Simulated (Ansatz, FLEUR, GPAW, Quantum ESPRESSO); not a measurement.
**One calculation of Se, 5 ways**

```
CELL_PARAMETERS angstrom
4.36620 0.00000 0.00000
-2.18310 3.78124 0.00000
0.00000 0.00000 4.95360
ATOMIC_POSITIONS crystal
Se 0.77460 0.77460 0.00000
Se 0.00000 0.22540 0.66667
Se 0.22540 0.00000 0.33333
```

Alike in all runs: task band structure; functional PBEsol; k mesh 7 × 7 × 6; occupations fermi-dirac, width 0.05 eV; no spin polarisation; no spin-orbit coupling. Pressure is positive in compression and, in plane waves, holds the error of the finite cutoff, which Ansatz's Pulay term estimates and takes out. Gaps are the smaller of the mesh's and the band path's.

```csv
program and potentials,plane-wave cutoff (eV),notes,band gap (eV),pressure (GPa),largest force (eV/Å)
"Ansatz, Ansatz PAW",420,"potentials made for PBE, which Ansatz adapts in part; 16 valence electrons an atom on average",0.97,0.17,0.287
"GPAW, PAW data sets generated for this functional",600,6 valence electrons an atom on average,0.96,0.21,0.310
"FLEUR, all-electron, FLAPW",-,-,0.97,-,-
"Ansatz, all-electron LAPW, scalar-relativistic",-,-,?,?,?
"Quantum ESPRESSO, PseudoDojo 0.4.1 SR PBEsol standard",1170,16 valence electrons an atom on average,0.96,0.18,0.307
```

Problem. Estimate from the other rows what the run with Ansatz, all-electron LAPW, scalar-relativistic gave.

Solution. Band gap 0.98 eV; pressure 0.17 GPa; largest force 0.283 eV/Å. The other rows, which needn't bracket it: band gap 0.96 to 0.97; pressure 0.17 to 0.21; largest force 0.287 to 0.310.
